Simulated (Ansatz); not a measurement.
# GaSb (F-43m) in Ansatz: a series of runs

One crystal, GaSb, is run at these levels: RPBE; tasks: single point, equation of state.

All numbers are computed with Ansatz 0.2.0; they aren't measurements. Logs are shortened: lines on timing, memory, paths and dates and some standing lists are left out, and cuts for length are marked.

### 1 Starting point

Symmetry: F-43m, No. 216, cubic system. The conventional cell has a = 6.118 Å, b = 6.118 Å, c = 6.118 Å, α = 90.00°, β = 90.00°, γ = 90.00°. Sb (site symmetry -43m) has 4 Ga at 2.65 Å as nearest neighbours. Ga (site symmetry -43m) is surrounded by 4 Sb at 2.65 Å.

### 2 Single point, RPBE, 26.91 Å³/atom (volume scaled by 0.94)

Contents of input.yaml:

```yaml
crystal:
  lattice:
    - [0.0, 2.9965539066, 2.9965539066]
    - [2.9965539066, 0.0, 2.9965539066]
    - [2.9965539066, 2.9965539066, 0.0]
  atoms:
    - { symbol: Sb, position: [0.75, 0.75, 0.75] }
    - { symbol: Ga, position: [0.0, 0.0, 0.0] }
hamiltonian:
  xc: rpbe
  pseudopotentials: { kind: paw }
kpoints:
  mp_grid: { grid: [8, 8, 8] }
scf:
  occupations: { method: fermi_dirac, width: 0.05 }
output:
  forces: true
  stress: true
  eigenvalues: true
```

Potentials or basis: Ansatz PAW.

Launch:

```
ansatz run input.yaml --threads 2 --pin off --max-ram 5120MiB --backend cpu --events-out ev --progress --plain --runs-dir out
```

Output:

```text
Warning: RAYON_NUM_THREADS=2 ignored (pool sized by the plan → 2); use --threads N
Engine: ansatz 0.2.0, aarch64-unknown-linux-gnu
Pseudopotentials: kind: paw
Pseudopotential: Sb, paw, valence charge 15, recommended cutoff 420 eV (normal), Sb.paw.azcp
Pseudopotential: Ga, paw, valence charge 13, recommended cutoff 420 eV (normal), Ga.paw.azcp
Functional definition: RPBE
  parameter kappa = 0.804
  parameter beta = 0.06672455060314922
  exchange = rpbe_x(kappa = kappa, mu = beta*pi^2/3)
  correlation = pbe_c(beta = beta)
Crystal: 2 atoms, lattice volume = 53.814 Å³
Basis set: ecut = 420 eV, 1067 PW (Γ), exchange–correlation on 60×60×60 points (8 copies of the dense FFT grid, shifted against one another)
Bands: 18, of which v1, the nominal top of the filled ones, is band 14 counted from 1 (13 counted from 0)
Symmetry: 24 space group operations
Space group: F-43m (ITA 216), of the structure as read, at distance tolerance 3.8e-5 Å
k-points: 29 of 512 (time reversal used)
Non-local potential: Sb, projectors of the file, l = 0: 2, l = 1: 2, l = 2: 2, l = 3: 2
Non-local potential: Ga, projectors of the file, l = 0: 2, l = 1: 2, l = 2: 3, l = 3: 1
PAW form: soft (Blöchl's): semilocal exchange-correlation on the pseudo side does not see the compensation charge
PAW frozen core: Sb, regenerated for the run's functional, and the local potential with it (the file was generated under x = pbe(κ = 0.804, μ = 0.2195149727645171), c = pbe(β = 0.06672455060314922))
PAW frozen core: Ga, regenerated for the run's functional, and the local potential with it (the file was generated under x = pbe(κ = 0.804, μ = 0.2195149727645171), c = pbe(β = 0.06672455060314922))
PAW one-centre angular grid: Sb, 590 points (default); XC on 64 Gauss nodes
PAW one-centre angular grid: Ga, 590 points (default); XC on 64 Gauss nodes
Initial density: superposition of atomic densities (neutral atoms: chi_scale 0, normalization atom), corrected by the library's trained network
Initial wavefunctions: pseudopotential atomic-orbital guess
Functional: x = rpbe, c = pbe(β = 0.06672455060314922)
SCF iter   1: F=—  HF=-10281.990386 eV  |F-HF|=—  |Δ(HF+E_count)|=         —  Δρ=3.14e-3  dr2=1.94e-3  ethr=1.77e-3  ⟨swp⟩=6.1  Hψ=2719  notcnv=0
preconditioner: auto → none  [insulator: Δε(μ)=0.578 eV  Ē_g=14.908 eV  σ=0.050 eV  W_gap=0.99  n_scr=14 (ndim 8)  ℏωp=21.5 eV  f_vac=0.076  D(μ)=0.00/eV (n_scr^D=0)  ε∞_Penn≈3.1]
SCF iter   2: F=—  HF=-10281.988708 eV  |F-HF|=—  |Δ(HF+E_count)|=   1.68e-3  Δρ=8.41e-4  dr2=3.67e-4  ethr=6.93e-6  ⟨swp⟩=2.0  Hψ=1226  notcnv=0
SCF iter   3: F=—  HF=-10281.988522 eV  |F-HF|=—  |Δ(HF+E_count)|=   1.86e-4  Δρ=4.78e-4  dr2=6.63e-5  ethr=1.31e-6  ⟨swp⟩=2.0  Hψ=783  notcnv=0
SCF iter   4: F=—  HF=-10281.988562 eV  |F-HF|=—  |Δ(HF+E_count)|=   4.01e-5  Δρ=1.64e-4  dr2=7.70e-6  ethr=2.37e-7  ⟨swp⟩=2.0  Hψ=638  notcnv=0
SCF iter   5: F=—  HF=-10281.988564 eV  |F-HF|=—  |Δ(HF+E_count)|=   1.97e-6  Δρ=5.67e-5  dr2=9.41e-7  ethr=2.75e-8  ⟨swp⟩=2.9  Hψ=778  notcnv=0
SCF iter   6: F=-10281.988565 eV  HF=-10281.988565 eV  |F-HF|=2.12e-8  |Δ(HF+E_count)|=   8.74e-7  Δρ=9.30e-6  dr2=3.46e-8  ethr=3.57e-10  ⟨swp⟩=4.4  Hψ=2511  notcnv=0
SCF 1 converged in 6 iterations: F = -10281.988565 eV  dr2 = 3.46e-8
SCF converged after 6 iterations
Free energy (F): -10281.988565 eV
Harris-Foulkes:  -10281.988565 eV  (|F-HF|=2.12e-8)
Internal energy: -10281.988538 eV  (E = F + TS)
E sigma→0 (E₀):  -10281.988551 eV
Entropy (-TS):   -0.000027 eV (-0.014 meV/atom)
Fermi energy:    8.941582 eV
--- Per-component energies (eV) ---
  E_band       = -238.408133
  E_kinetic    = 324.416111
  E_local      = -3829.881800  (includes V_loc(G=0)·N_el)
  E_nonlocal   = 786.761510
  E_hartree    = 1770.332230
  E_xc         = -208.377158
  E_vxc        = -154.732784  (∫ρ·V_xc dr)
  E_paw        = -6579.214765  (= ΣΔE_a)
  E_vpaw       = -905.646868  (= ΣTr[D̂ρ^β])
  E_aug_tail   = -0.000103  (compensation charges beyond the density's cutoff)
  E_ewald      = -2545.890673
  E_core_change = -0.133891  (= ΣΔE_core)
  E_smearing   = -0.000027  (= −TS)
  E_closure    = -0.000000  (closes the sum)
  Σ components = -10281.988565   (vs F -10281.988565, Δ=0.00e0)
--- Forces (eV/Å), atoms counted from 1 ---
  atom   1  Sb     0.00000000    -0.00000000     0.00000000
  atom   2  Ga    -0.00000000     0.00000000     0.00000000
  max |Σ_I F_I| component: 3.70e-17 eV/Å
--- Stress (GPa, compression-positive) ---
        8.015403      -0.000000      -0.000000
       -0.000000       8.015403       0.000000
        0.000000       0.000000       8.015403
  P = ⅓ Tr σ = 8.0154 GPa (80.154 kbar)
--- Band table (eV; the first three rows and the last of 29) ---
  k-point 0: bands = ["-20.2342", "-20.2342", "-20.2342", "-20.2096", "-20.2096", "-6.4602", "-6.4602", "-6.4602", "-6.4005", "-6.4005", "-3.2420", "8.6527", "8.6527", "8.6527", "9.2361", "11.4322", "11.4322", "11.4322"]
  k-point 1: bands = ["-20.2341", "-20.2336", "-20.2336", "-20.2095", "-20.2095", "-6.4659", "-6.4579", "-6.4579", "-6.4009", "-6.4009", "-3.0693", "6.7115", "8.3723", "8.3723", "9.9859", "11.8094", "11.8094", "12.2631"]
  k-point 2: bands = ["-20.2338", "-20.2323", "-20.2323", "-20.2092", "-20.2092", "-6.4792", "-6.4525", "-6.4525", "-6.4014", "-6.4014", "-2.5757", "4.5454", "7.8846", "7.8846", "9.6899", "12.3532", "12.3532", "14.2252"]
  k-point 28: bands = ["-20.2333", "-20.2313", "-20.2264", "-20.2103", "-20.2070", "-6.5109", "-6.4366", "-6.4317", "-6.4078", "-6.4020", "-0.4836", "1.7458", "5.0348", "5.2660", "12.6049", "13.0868", "13.2624", "13.4758"]
```

Wall time 1.7 s (2 threads of Arm Neoverse V1, shared host); peak memory 0.33 GiB.

Results:

* Free energy: -10281.9886 eV
* Pressure: 8.0 GPa
* Band gap on the k mesh: 0.58 eV, direct

Caveat: spin-orbit coupling is left out, which moves the levels of the heavy elements; the PAW data sets come from PBE, with cores solved anew for the run's functional, which leaves a small shift of forces and pressure.

### 3 Single point, RPBE, 27.48 Å³/atom (volume scaled by 0.96)

Edit input.yaml of step 2 so:

```diff
@@ -2,5 +2,5 @@
   lattice:
-    - [0.0, 2.9965539066, 2.9965539066]
-    - [2.9965539066, 0.0, 2.9965539066]
-    - [2.9965539066, 2.9965539066, 0.0]
+    - [0.0, 3.0176570942, 3.0176570942]
+    - [3.0176570942, 0.0, 3.0176570942]
+    - [3.0176570942, 3.0176570942, 0.0]
   atoms:
```

Potentials or basis: Ansatz PAW.

Launch:

```
ansatz run input.yaml --threads 2 --pin off --max-ram 5120MiB --backend cpu --events-out ev --progress --plain --runs-dir out
```

It took 1.8 s on 2 threads of Arm Neoverse V1, shared host; peak memory 0.34 GiB.

Results (log left out):

* Free energy: -10282.0403 eV
* Pressure: 6.5 GPa
* Band gap on the k mesh: 0.43 eV, direct

Caveat: spin-orbit coupling is left out, which moves the levels of the heavy elements; the PAW data sets come from PBE, with cores solved anew for the run's functional, which leaves a small shift of forces and pressure.

### 4 Single point, RPBE, 28.05 Å³/atom (volume scaled by 0.98)

Edit input.yaml of step 3 so:

```diff
@@ -2,5 +2,5 @@
   lattice:
-    - [0.0, 3.0176570942, 3.0176570942]
-    - [3.0176570942, 0.0, 3.0176570942]
-    - [3.0176570942, 3.0176570942, 0.0]
+    - [0.0, 3.0384691801, 3.0384691801]
+    - [3.0384691801, 0.0, 3.0384691801]
+    - [3.0384691801, 3.0384691801, 0.0]
   atoms:
@@ -19 +19,5 @@
   eigenvalues: true
+  write_density: true
+  write_potential: true
+  elf: true
+  volumetric_format: npy
```

Launch:

```
ansatz run input.yaml --threads 2 --pin off --max-ram 5120MiB --backend cpu --events-out ev --progress --plain --runs-dir out
```

Wall time 2.4 s (2 threads of Arm Neoverse V1, shared host); peak memory 0.34 GiB.

Results (log left out):

```yaml
Free_energy: -10282.0816 eV
Pressure: 5.1 GPa
Band_gap_on_the_k_mesh: 0.28 eV, direct
```

Caveat: spin-orbit coupling is left out, which moves the levels of the heavy elements; the PAW data sets come from PBE, with cores solved anew for the run's functional, which leaves a small shift of forces and pressure.

### 5 Single point, RPBE, 28.62 Å³/atom

Edit input.yaml of step 4 so:

```diff
@@ -2,5 +2,5 @@
   lattice:
-    - [0.0, 3.0384691801, 3.0384691801]
-    - [3.0384691801, 0.0, 3.0384691801]
-    - [3.0384691801, 3.0384691801, 0.0]
+    - [0.0, 3.059, 3.059]
+    - [3.059, 0.0, 3.059]
+    - [3.059, 3.059, 0.0]
   atoms:
```

Launch:

```
ansatz run input.yaml --threads 2 --pin off --max-ram 5120MiB --backend cpu --events-out ev --progress --plain --runs-dir out
```

Run time: 2.4 s. Hardware: 2 threads of Arm Neoverse V1, shared host; peak memory 0.34 GiB.

Results (log left out):

* Free energy: -10282.1138 eV
* Pressure: 3.9 GPa
* Band gap on the k mesh: 0.13 eV, direct

Caveat: spin-orbit coupling is left out, which moves the levels of the heavy elements; the PAW data sets come from PBE, with cores solved anew for the run's functional, which leaves a small shift of forces and pressure.

### 6 Single point, RPBE, 29.20 Å³/atom (volume scaled by 1.02)

Edit input.yaml of step 5 so:

```diff
@@ -2,5 +2,5 @@
   lattice:
-    - [0.0, 3.059, 3.059]
-    - [3.059, 0.0, 3.059]
-    - [3.059, 3.059, 0.0]
+    - [0.0, 3.0792588685, 3.0792588685]
+    - [3.0792588685, 0.0, 3.0792588685]
+    - [3.0792588685, 3.0792588685, 0.0]
   atoms:
@@ -19,5 +19 @@
   eigenvalues: true
-  write_density: true
-  write_potential: true
-  elf: true
-  volumetric_format: npy
```

Potentials or basis: Ansatz PAW.

Launch:

```
ansatz run input.yaml --threads 2 --pin off --max-ram 5120MiB --backend cpu --events-out ev --progress --plain --runs-dir out
```

Wall time 1.7 s (2 threads of Arm Neoverse V1, shared host); peak memory 0.34 GiB.

The run converged. Its results:

- Free energy: -10282.1377 eV
- Pressure: 2.8 GPa
- Band gap on the k mesh: none (metal or under the smearing width)

Caveat: the PAW data sets come from PBE, with cores solved anew for the run's functional, which leaves a small shift of forces and pressure.

### 7 Single point, RPBE, 29.77 Å³/atom (volume scaled by 1.04)

Edit input.yaml of step 6 so:

```diff
@@ -2,5 +2,5 @@
   lattice:
-    - [0.0, 3.0792588685, 3.0792588685]
-    - [3.0792588685, 0.0, 3.0792588685]
-    - [3.0792588685, 3.0792588685, 0.0]
+    - [0.0, 3.0992546163, 3.0992546163]
+    - [3.0992546163, 0.0, 3.0992546163]
+    - [3.0992546163, 3.0992546163, 0.0]
   atoms:
@@ -19 +19,5 @@
   eigenvalues: true
+  write_density: true
+  write_potential: true
+  elf: true
+  volumetric_format: npy
```

Launch:

```
ansatz run input.yaml --threads 2 --pin off --max-ram 5120MiB --backend cpu --events-out ev --progress --plain --runs-dir out
```

Run time: 2.4 s. Hardware: 2 threads of Arm Neoverse V1, shared host; peak memory 0.35 GiB.

Results (log left out):

```
Free energy            : -10282.1544 eV
Pressure               : 1.8 GPa
Band gap on the k mesh : none (metal or under the smearing width)
```

Caveat: the PAW data sets come from PBE, with cores solved anew for the run's functional, which leaves a small shift of forces and pressure.

### 8 Single point, RPBE, 30.34 Å³/atom (volume scaled by 1.06)

Contents of input.yaml:

```yaml
crystal:
  lattice:
    - [0.0, 3.1189956238, 3.1189956238]
    - [3.1189956238, 0.0, 3.1189956238]
    - [3.1189956238, 3.1189956238, 0.0]
  atoms:
    - { symbol: Sb, position: [0.75, 0.75, 0.75] }
    - { symbol: Ga, position: [0.0, 0.0, 0.0] }
hamiltonian:
  xc: rpbe
  pseudopotentials: { kind: paw }
kpoints:
  mp_grid: { grid: [8, 8, 8] }
scf:
  occupations: { method: fermi_dirac, width: 0.05 }
output:
  forces: true
  stress: true
  eigenvalues: true
```

Launch:

```
ansatz run input.yaml --threads 2 --pin off --max-ram 5120MiB --backend cpu --events-out ev --progress --plain --runs-dir out
```

Wall time 2 s (2 threads of Arm Neoverse V1, shared host); peak memory 0.34 GiB.

It converged, with:

| Quantity | Value |
| --- | --- |
| Free energy | -10282.1643 eV |
| Pressure | 1.0 GPa |
| Band gap on the k mesh | none (metal or under the smearing width) |

Caveat: the PAW data sets come from PBE, with cores solved anew for the run's functional, which leaves a small shift of forces and pressure.

### 9 Equation of state, RPBE

Potentials or basis: Ansatz PAW.

This step only gathers the single runs of the series.

What came out:

* Equilibrium volume: 31.07 Å³/atom (rough: see the caveat)
* Bulk modulus: 39 GPa (rough)

Energy against volume, from the lowest point:
```csv
volume (Å³/atom),energy (meV/atom)
26.907,87.89
27.480,62.03
28.052,41.35
28.625,25.29
29.197,13.30
29.770,4.97
30.342,0.00
```

Caveat: the potentials were made for another functional, which shifts forces and pressure; the minimum lies outside the volumes run.
